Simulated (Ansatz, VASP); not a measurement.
**One calculation of Mg, two programs**

The input INCAR:

```
PREC = Accurate
ENCUT = 520
EDIFF = 1E-8
ISMEAR = -1
SIGMA = 0.05
LREAL = F
LASPH = T
NELM = 80
ALGO = Normal
ISIF = 2
LWAVE = F
LCHARG = F
GGA = PS
LEFG = T
NBANDS = 7
```

KPOINTS

```
Automatic mesh
0
Gamma
  16 16 16
```

Contents of POSCAR:

```
Mg
1.0
   -1.4565448511      1.4565448511      1.4565448511
    1.4565448511     -1.4565448511      1.4565448511
    1.4565448511      1.4565448511     -1.4565448511
Mg
1
Direct
    0.0000000000      0.0000000000      0.0000000000
```

Input for Ansatz:

```yaml
crystal:
  lattice:
    - [-1.4565448511, 1.4565448511, 1.4565448511]
    - [1.4565448511, -1.4565448511, 1.4565448511]
    - [1.4565448511, 1.4565448511, -1.4565448511]
  atoms:
    - { symbol: Mg, position: [0.0, 0.0, 0.0] }
kpoints:
  mp_grid: { grid: [16, 16, 16] }
scf:
  occupations: { method: fermi_dirac, width: 0.05 }
hamiltonian:
  xc: pbesol
  pseudopotentials: { kind: all_electron, datasets: crystal }
output:
  forces: true
  stress: true
  eigenvalues: true
  efg: { contact_densities: true }
```

Change from the starting cell: volume scaled by 0.96, crystal datasets.

Alike in both runs: task electric field gradients; functional PBEsol; k mesh 16 × 16 × 16; occupations fermi-dirac, width 0.05 eV; no spin polarisation.

```csv
,VASP,Ansatz
version,VASP 6.6.1,Ansatz 0.2.0
potentials or method,"VASP PAW PBE potentials, release 64 (Mg)","all-electron PAW with datasets made for the crystal, scalar-relativistic"
plane-wave cutoff (eV),520,see its input
```

Ansatz gave:

```
pressure (GPa)                                                 : 69.7
Vzz of the field gradient on the site that differs most (V/Å²) : 0.0
```

Question: What did VASP give for the same quantities?

Answer: Pressure (GPa): 71.4; Vzz of the field gradient on the site that differs most (V/Å²): 0.0.

Ansatz ran all-electron here, so the differences hold the error of VASP's frozen core and of both bases.

Caveats: the cell as given lies far from equilibrium; so large a pressure means that the cell lies far from this level's equilibrium, or that cutoff or potentials fall short (VASP); the potentials were made for another functional, which shifts forces and pressure (VASP).
